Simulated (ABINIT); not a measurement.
# GaN (F-43m) in ABINIT: settings compared

One crystal, GaN, is run at these levels: PBEsol, AM05, BLYP+D3; tasks: band structure, equation of state.

All numbers are computed with ABINIT 10.8.3 (patched build); they aren't measurements. Logs are shortened: lines on timing, memory, paths and dates and some standing lists are left out, and cuts for length are marked. The log counts tension as positive stress, the text compression.

**What was measured.**

From a printed reference work, textbook, for a bulk crystal of GaN at 0 K: band gap 3.299 eV (direct).

How close the calculation comes is told below.

**1. Starting point**

It takes space group F-43m (No. 216, cubic). Conventional cell: a = 4.507 Å, b = 4.507 Å, c = 4.507 Å, α = 90.00°, β = 90.00°, γ = 90.00°. Ga (site symmetry -43m) is surrounded by 4 N at 1.95 Å. N (site symmetry -43m) has 4 Ga at 1.95 Å as nearest neighbours.

The cell is a database's computed one.

**2. Band structure, PBEsol**

run.abi

```
ndtset 2

pp_dirpath "./"
pseudos "Ga.upf, N.upf"

acell 6.0224269985 6.0224269985 6.0224269985
rprim
     0.0000000000     0.7071067812     0.7071067812
     0.7071067812     0.0000000000     0.7071067812
     0.7071067812     0.7071067812     0.0000000000
ntypat 2
znucl 31 7
natom 2
typat 1 2
xred
     0.0000000000     0.0000000000     0.0000000000
     0.2500000000     0.2500000000     0.2500000000

ecut 57.0

ixc -116133

occopt 3
tsmear 0.05 eV

nstep 100

iomode 3
prtwf 0
prteig 0
prtebands 0
prtden1 1
prtvha1 1
prtvclmb1 1
prtpot1 1
prtelf1 1

kptopt1 1
ngkpt1 10 10 10
nshiftk1 1
shiftk1 0.0 0.0 0.0
nband1 17
tolvrs1 1.0e-10

iscf2 -2
getden2 1
nband2 23
nbdbuf2 4
tolwfr2 1.0e-11
kptopt2 -9
ndivsm2 8
prteig2 1
prtvol2 -3
kptbounds2
     0.0000000000     0.0000000000     0.0000000000
     0.5000000000     0.0000000000     0.5000000000
     0.5000000000     0.2500000000     0.7500000000
     0.3750000000     0.3750000000     0.7500000000
     0.0000000000     0.0000000000     0.0000000000
     0.5000000000     0.5000000000     0.5000000000
     0.6250000000     0.2500000000     0.6250000000
     0.5000000000     0.2500000000     0.7500000000
     0.5000000000     0.5000000000     0.5000000000
     0.3750000000     0.3750000000     0.7500000000
```

Potentials or basis: PseudoDojo NC SR PBEsol v0.4 stringent.

The run is started by

```console
abinit run.abi > log 2>&1
```

run.abo:

```text
.Version 10.8.3 of ABINIT
 DATASET    1 : space group F-4 3 m (#216); Bravais cF (face-center cubic)
================================================================================
 Values of the parameters that define the memory need for DATASET  1.
     intxc =       0    ionmov =       0      iscf =       7    lmnmax =       6
     lnmax =       6     mgfft =      45  mpssoang =       3    mqgrid =    3001
     natom =       2  nloc_mem =       1    nspden =       1   nspinor =       1
    nsppol =       1      nsym =      24    n1xccc =    2501    ntypat =       2
    occopt =       3   xclevel =       2
       mpw =        3188          nfft =       91125          nkpt =          47
================================================================================
================================================================================

 DATASET    2 : space group F-4 3 m (#216); Bravais cF (face-center cubic)
================================================================================
 Values of the parameters that define the memory need for DATASET  2.
     intxc =       0    ionmov =       0      iscf =      -2    lmnmax =       6
     lnmax =       6     mgfft =      45  mpssoang =       3    mqgrid =    3001
     natom =       2  nloc_mem =       1    nspden =       1   nspinor =       1
    nsppol =       1      nsym =      24    n1xccc =    2501    ntypat =       2
    occopt =       3   xclevel =       2
       mpw =        3206          nfft =       91125          nkpt =         139
================================================================================
================================================================================

--------------------------------------------------------------------------------
------------- Echo of variables that govern the present computation ------------
--------------------------------------------------------------------------------
 -outvars: echo values of preprocessed input variables --------
            acell      6.0224269985E+00  6.0224269985E+00  6.0224269985E+00 Bohr
              amu      6.97230000E+01  1.40067400E+01
             ecut      5.70000000E+01 Hartree
           getden1          0
           getden2          1
             iscf1          7
             iscf2         -2
              ixc     -116133
           jdtset        1    2
           kptopt1          1
           kptopt2         -9
         kptrlatt       10    0    0      0   10    0      0    0   10
          kptrlen1     6.02242700E+01
          kptrlen2     3.00000000E+01
            natom           2
            nband1         17
            nband2         23
           nbdbuf1          0
           nbdbuf2          4
           ndtset           2
           ndivsm1          0
           ndivsm2          8
            ngfft          45      45      45
             nkpt1         47
             nkpt2        139
            nstep         100
             nsym          24
           ntypat           2
           occopt           3
        prtebands           0
           prteig1          0
           prteig2          1
           prtelf1          1
           prtelf2          0
           prtpot1          1
           prtpot2          0
         prtvclmb1          1
         prtvclmb2          0
           prtvha1          1
           prtvha2          0
           prtvol1          0
           prtvol2         -3
            prtwf           0
            rprim      0.0000000000E+00  7.0710678120E-01  7.0710678120E-01
[... 224 lines left out ...]
 Non-SCF case, kpt    1 (  0.00000  0.00000  0.00000), residuals and eigenvalues=
  9.46E-12  5.48E-12  2.66E-12  4.85E-12  4.76E-12  3.58E-12  5.12E-12  2.32E-12
  7.53E-12  7.82E-12  8.52E-12  4.81E-12  1.46E-12  4.87E-12  4.22E-12  3.41E-12
  2.92E-12  6.32E-12  1.73E-12  4.69E-12  1.66E-10  3.53E-11  5.98E-09
 -4.9601E+00 -3.1562E+00 -3.1562E+00 -3.1562E+00 -3.3717E-01 -2.4883E-01
 -2.4883E-01 -2.4883E-01 -2.3724E-01 -2.3724E-01  2.4726E-01  2.4726E-01
  2.4726E-01  3.0967E-01  6.2406E-01  6.2406E-01  6.2406E-01  8.8703E-01
  9.3262E-01  9.3262E-01  9.3262E-01  9.7133E-01  9.7133E-01
 Non-SCF case, kpt    2 (  0.02174  0.00000  0.02174), residuals and eigenvalues=
  1.89E-12  3.33E-12  3.80E-12  3.22E-12  1.94E-12  3.06E-12  7.85E-12  1.57E-12
  4.04E-12  4.21E-12  7.51E-12  5.90E-12  6.23E-12  2.62E-12  1.87E-12  3.67E-12
  6.79E-12  8.89E-12  3.98E-12  1.71E-12  1.28E-12  2.05E-10  1.07E-10
 -4.9601E+00 -3.1562E+00 -3.1562E+00 -3.1562E+00 -3.3691E-01 -2.4879E-01
 -2.4879E-01 -2.4877E-01 -2.3727E-01 -2.3723E-01  2.4416E-01  2.4667E-01
[... 1084 lines left out ...]
  2.20E-12  8.62E-12  1.18E-12  1.41E-12  1.50E-12  1.88E-12  3.04E-12  7.18E-12
  5.18E-12  4.27E-12  5.57E-12  1.04E-09  1.33E-09  1.01E-06  1.07E-05
 -4.9601E+00 -3.1562E+00 -3.1562E+00 -3.1562E+00 -2.9885E-01 -2.4471E-01
 -2.3976E-01 -2.3937E-01 -2.3595E-01 -1.6758E-01  3.0139E-02  8.8278E-02
  1.6967E-01  4.3329E-01  5.3604E-01  6.4447E-01  7.1127E-01  7.4952E-01
  9.8426E-01  1.0856E+00  1.1390E+00  1.2015E+00  1.2423E+00
 Non-SCF case, kpt  139 (  0.37500  0.37500  0.75000), residuals and eigenvalues=
  1.97E-12  6.77E-12  1.45E-12  2.10E-12  2.90E-12  2.44E-12  8.14E-12  3.98E-12
  3.29E-12  2.56E-12  1.10E-12  1.18E-12  1.30E-12  1.97E-12  8.01E-13  1.65E-12
  2.10E-12  6.27E-12  6.33E-12  1.21E-10  5.53E-11  5.85E-09  3.28E-08
 -4.9601E+00 -3.1562E+00 -3.1562E+00 -3.1562E+00 -2.9870E-01 -2.4471E-01
 -2.3946E-01 -2.3942E-01 -2.3582E-01 -1.6702E-01  3.0337E-02  8.9114E-02
  1.6681E-01  4.2719E-01  5.3466E-01  6.4941E-01  7.1633E-01  7.4328E-01
  9.9691E-01  1.0851E+00  1.1464E+00  1.1981E+00  1.2519E+00

--- !ResultsGS
iteration_state: {dtset: 2, }
comment   : Summary of ground state results
lattice_vectors:
- [  0.0000000,   4.2584990,   4.2584990, ]
- [  4.2584990,   0.0000000,   4.2584990, ]
- [  4.2584990,   4.2584990,   0.0000000, ]
lattice_lengths: [   6.02243,    6.02243,    6.02243, ]
lattice_angles: [ 60.000,  60.000,  60.000, ] # degrees, (23, 13, 12)
lattice_volume:   1.5445417E+02
convergence: {deltae:  0.000E+00, res2:  0.000E+00, residm:  9.994E-12, diffor:  0.000E+00, }
etotal    :  -2.58347338E+02
entropy   :   0.00000000E+00
fermie    :   2.80086965E-01
cartesian_stress_tensor: null
pressure_GPa: null
xred      :
- [  0.0000E+00,   0.0000E+00,   0.0000E+00, Ga]
- [  2.5000E-01,   2.5000E-01,   2.5000E-01,  N]
cartesian_forces: null
force_length_stats: {min: null, max: null, mean: null, }
...

 Integrated electronic density in atomic spheres:
 ------------------------------------------------
 Atom  Sphere_radius  Integrated_density
    1        2.00000         18.90493230
    2        2.00000          5.22606587
================================================================================

 ----iterations are completed or convergence reached----

 Mean square residual over all n,k,spin=   43.149E-13; max=  99.944E-13
 reduced coordinates (array xred) for    2 atoms
       0.000000000000      0.000000000000      0.000000000000
       0.250000000000      0.250000000000      0.250000000000

 cartesian coordinates (angstrom) at end:
    1      0.00000000000000     0.00000000000000     0.00000000000000
    2      1.12675030300373     1.12675030300373     1.12675030300373
 length scales=  6.022426998500  6.022426998500  6.022426998500 bohr
              =  3.186931119771  3.186931119771  3.186931119771 angstroms
 Eigenvalues (hartree) for nkpt= 139  k points:
 kpt#   1, nband= 23, wtk=  1.00000, kpt=  0.0000  0.0000  0.0000 (reduced coord)
  -4.96006   -3.15617   -3.15617   -3.15617   -0.33717   -0.24883   -0.24883   -0.24883
  -0.23724   -0.23724    0.24726    0.24726    0.24726    0.30967    0.62406    0.62406
   0.62406    0.88703    0.93262    0.93262    0.93262    0.97133    0.97133
 kpt#   2, nband= 23, wtk=  1.00000, kpt=  0.0217  0.0000  0.0217 (reduced coord)
  -4.96006   -3.15617   -3.15617   -3.15617   -0.33691   -0.24879   -0.24879   -0.24877
  -0.23727   -0.23723    0.24416    0.24667    0.24667    0.31285    0.62231    0.62465
   0.62465    0.88848    0.91720    0.93384    0.93384    0.97175    0.98494
 kpt#   3, nband= 23, wtk=  1.00000, kpt=  0.0435  0.0000  0.0435 (reduced coord)
  -4.96006   -3.15617   -3.15617   -3.15617   -0.33611   -0.24865   -0.24865   -0.24860
  -0.23733   -0.23719    0.23627    0.24492    0.24492    0.32097    0.61728    0.62640
   0.62640    0.88100    0.90395    0.93750    0.93750    0.97300    1.00369
 kpt#   4, nband= 23, wtk=  1.00000, kpt=  0.0652  0.0000  0.0652 (reduced coord)
  -4.96006   -3.15618   -3.15617   -3.15617   -0.33481   -0.24842   -0.24842   -0.24829
  -0.23742   -0.23713    0.22581    0.24209    0.24209    0.33176    0.60949    0.62926
   0.62926    0.85392    0.91333    0.94356    0.94356    0.97509    1.01738
 kpt#   5, nband= 23, wtk=  1.00000, kpt=  0.0870  0.0000  0.0870 (reduced coord)
[... 525 lines left out ...]
  -0.23604   -0.17085    0.02448    0.09839    0.17673    0.44741    0.53321    0.63265
   0.69775    0.77059    0.96543    1.07139    1.11522    1.20170    1.23318
 kpt# 137, nband= 23, wtk=  1.00000, kpt=  0.3929  0.3929  0.7143 (reduced coord)
  -4.96005   -3.15622   -3.15621   -3.15619   -0.29910   -0.24474   -0.24019   -0.23926
  -0.23602   -0.16893    0.02817    0.09147    0.17300    0.44008    0.53569    0.63846
   0.70504    0.75883    0.97372    1.08234    1.12692    1.20270    1.23573
 kpt# 138, nband= 23, wtk=  1.00000, kpt=  0.3839  0.3839  0.7321 (reduced coord)
  -4.96005   -3.15622   -3.15621   -3.15619   -0.29885   -0.24471   -0.23976   -0.23937
  -0.23595   -0.16758    0.03014    0.08828    0.16967    0.43329    0.53604    0.64447
   0.71127    0.74952    0.98426    1.08560    1.13902    1.20147    1.24226
 kpt# 139, nband= 23, wtk=  1.00000, kpt=  0.3750  0.3750  0.7500 (reduced coord)
  -4.96005   -3.15622   -3.15621   -3.15619   -0.29870   -0.24471   -0.23946   -0.23942
  -0.23582   -0.16702    0.03034    0.08911    0.16681    0.42719    0.53466    0.64941
   0.71633    0.74328    0.99691    1.08512    1.14643    1.19812    1.25191

== END DATASET(S) ==============================================================
================================================================================

 -outvars: echo values of variables after computation  --------
            acell      6.0224269985E+00  6.0224269985E+00  6.0224269985E+00 Bohr
           etotal1    -2.5834733764E+02
            fcart1     6.4217881091E-29  6.4217881091E-29 -1.9265364327E-28
                      -6.4217881091E-29 -6.4217881091E-29  1.9265364327E-28
            rprim      0.0000000000E+00  7.0710678120E-01  7.0710678120E-01
                       7.0710678120E-01  0.0000000000E+00  7.0710678120E-01
                       7.0710678120E-01  7.0710678120E-01  0.0000000000E+00
           strten1     4.5404502364E-05  4.5404502364E-05  4.5404502364E-05
                       0.0000000000E+00  0.0000000000E+00  0.0000000000E+00
           xangst      0.0000000000E+00  0.0000000000E+00  0.0000000000E+00
                       1.1267503030E+00  1.1267503030E+00  1.1267503030E+00
             xred      0.0000000000E+00  0.0000000000E+00  0.0000000000E+00
                       2.5000000000E-01  2.5000000000E-01  2.5000000000E-01
 Calculation completed.
```

Run time: 4.2 min. Hardware: 1 thread of Arm Neoverse V2, shared host; peak memory 0.23 GiB.

What came out:

| Item | Value |
| --- | --- |
| Free energy | -7029.9892 eV |
| Pressure | -1.3 GPa |
| Band gap on the k mesh | 1.70 eV, direct |
| Band gap along the path | 1.70 eV, direct |
| Valence electrons inside the program's atomic spheres | Ga 18.90; N 5.23 |

Levels at the corners of the path, in eV from the valence-band top:
```tsv
point	band 11	band 12	band 13	band 14	band 15	band 16
Γ	0.00	0.00	0.00	1.70	10.25	10.25
X	-6.17	-2.72	-2.72	3.24	6.59	11.57
W	-5.73	-3.74	-3.68	6.13	8.37	10.20
K	-5.90	-4.30	-2.19	4.90	7.82	10.94
Γ	0.00	0.00	0.00	1.70	10.25	10.25
L	-7.10	-0.97	-0.97	4.59	8.63	10.29
U	-5.90	-4.30	-2.19	4.90	7.82	10.94
W	-5.73	-3.74	-3.68	6.13	8.37	10.20
L	-7.10	-0.97	-0.97	4.59	8.63	10.29
K	-5.90	-4.30	-2.19	4.90	7.82	10.94
```

**3. Equation of state, AM05**

run.abi

```
# Datasets: one volume each
ndtset 7
getwfk -1
scalecart1 3*0.9795861087
scalecart2 3*0.9864848297
scalecart3 3*0.9932883884
scalecart4 3*1.0000000000
scalecart5 3*1.0066227096
scalecart6 3*1.0131594038
scalecart7 3*1.0196128224

# Pseudopotentials
pp_dirpath "./"
pseudos "Ga.GGA_PBE-JTH.xml, N.GGA_PBE-JTH.xml"

# Structure
acell 3*1.0 Angstrom
rprim
     0.0000000000     2.2535006075     2.2535006075
     2.2535006075     0.0000000000     2.2535006075
     2.2535006075     2.2535006075     0.0000000000
ntypat 2
znucl 31 7
natom 2
typat 1 2
xred
     0.0000000000     0.0000000000     0.0000000000
     0.2500000000     0.2500000000     0.2500000000

# Plane-wave basis
ecut 26.0
pawecutdg 48.0
pawxcdev 0

# k points
kptopt 1
ngkpt 10 10 10
nshiftk 1
shiftk 0.0 0.0 0.0

# Exchange and correlation
ixc -120135

# Bands and occupations
nband 13
occopt 3
tsmear 0.05 eV

# SCF cycle
nstep 100
tolvrs 1.0e-9

# Output
iomode 3
prtwf 1
prtden 0
prteig 0
prtebands 0
enunit 2
```

Potentials or basis: JTH PAW PBE v2.0.

The run is started by

```console
abinit run.abi > log 2>&1
```

Run time: 2.3 min. Hardware: 1 thread of Arm Neoverse V2, shared host; peak memory 0.15 GiB.

Results (log left out):

- Equilibrium volume: 11.43 Å³/atom
- Bulk modulus: 186 GPa
- Pressure derivative of the bulk modulus: 4.3

Energy against volume, from the lowest point:
```tsv
volume (Å³/atom)	energy (meV/atom)
10.757	25.67
10.986	10.80
11.215	2.45
11.444	0.00
11.673	2.83
11.902	10.41
12.131	22.25
```

Caveat: pressures at fixed basis lie under the slope of the energies; the PAW data sets were made with another functional, which shifts forces and pressure a little.

**4. Equation of state, BLYP+D3**

run.abi, as its differences from that of step 3:

```diff
@@ -41,3 +41,4 @@
 # Exchange and correlation
-ixc -120135
+ixc -106131
+vdw_xc 6
 
@@ -46,3 +47,3 @@
 occopt 3
-tsmear 0.05 eV
+tsmear 0.00183747
 
@@ -58,2 +59 @@
 prtebands 0
-enunit 2
```

The run is started by

```console
abinit run.abi > log 2>&1
```

Wall time 2.2 min (1 thread of Arm Neoverse V2, shared host); peak memory 0.15 GiB.

Results (log left out):

```yaml
Equilibrium_volume: 11.72 Å³/atom
Bulk_modulus: 174 GPa
Pressure_derivative_of_the_bulk_modulus: 4.5
```

Energy against volume, from the lowest point:
```tsv
volume (Å³/atom)	energy (meV/atom)
10.757	50.70
10.986	28.39
11.215	12.90
11.444	3.68
11.673	0.00
11.902	1.32
12.131	7.06
```

Caveat: pressures at fixed basis lie under the slope of the energies; the PAW data sets were made with another functional, which shifts forces and pressure a little.

**5. The runs side by side**

```csv
task,level,potentials or basis,cutoff (eV),fine-grid cutoff,V0 of scaled cells (Å³/atom),B0 (GPa)
band structure,PBEsol,PseudoDojo NC SR PBEsol v0.4 stringent,1551,-,-,-
equation of state,AM05,JTH PAW PBE v2.0,707,1306.15 eV,11.43,186
equation of state,BLYP+D3,JTH PAW PBE v2.0,707,1306.15 eV,11.72,174
```

Alike in all rows: no spin polarisation; cell as given; k mesh 10 × 10 × 10; smearing fermi-dirac 0.05 eV.

Caveats: pressures at fixed basis lie under the slope of the energies (some runs); the PAW data sets were made with another functional, which shifts forces and pressure a little (some runs).

Absolute energies hang on the potentials; compare differences alone.

**6. Against experiment**

Step 2. Measured gap of GaN: 3.299 eV (direct; 0 K; a printed reference work, textbook). This calculation gives 1.70 eV (-1.60 eV). Spin-orbit coupling on Ga is left out. The value is that of PBEsol, without temperature or zero-point motion. Semilocal functionals fall short of measured gaps as a rule. The cell is a database's relaxed one, not the measured one, which moves gaps too.
